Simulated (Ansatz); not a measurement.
Pb:

```xyz
2
Lattice="0.0000 3.4390 3.4390 3.4390 0.0000 3.4390 3.4390 3.4390 0.0000" Properties=species:S:1:pos:R:3 pbc="T T T"
Pb    1.7195    1.7195    1.7195
Pb    0.0000    0.0000    0.0000
```

This isn't the form of Pb at room conditions, which is fcc.

```yaml
Program: Ansatz 0.2.0
Task: relaxation of cell and atoms
Functional: HSE06
Potentials_or_basis: Ansatz PAW
Cutoff: "420 eV (not typed: the program's choice for these potentials)"
k_mesh: 4 × 4 × 4
Occupations: fermi-dirac, width 0.05 eV
Spin: no spin polarisation
```

At the start: volume 40.67 Å³/atom.

**Question.** How do energy, volume and symmetry change on relaxing?

**Answer.** It ends after 4 steps and the volume is 42.94 Å³/atom (+5.6 %); space group Fd-3m (No. 227, to 0.05 Å).

Step by step:
| step | energy change (eV) | largest force (eV/Å) | volume (Å³) |
| --- | --- | --- | --- |
| 1 | 0.0000 | 0.0000 | 81.34 |
| 2 | -0.0211 | 0.0000 | 86.37 |
| 3 | -0.0214 | 0.0000 | 85.89 |
| 4 | -0.0217 | 0.0000 | 85.89 |

Final structure:
```
CELL_PARAMETERS angstrom
0.00000 3.50188 3.50188
3.50188 0.00000 3.50188
3.50188 3.50188 0.00000
ATOMIC_POSITIONS crystal
Pb 0.25000 0.25000 0.25000
Pb 0.00000 0.00000 0.00000
```

Caveat: the k mesh is coarse (spacing up to 0.40 Å⁻¹), so the values aren't converged, least of all with exact exchange; the plane-wave basis is chosen anew once the cell has moved, so the energies of steps on either side of that aren't comparable; the PAW data sets come from PBE, with cores solved anew for the run's functional, which leaves a small shift of forces and pressure.
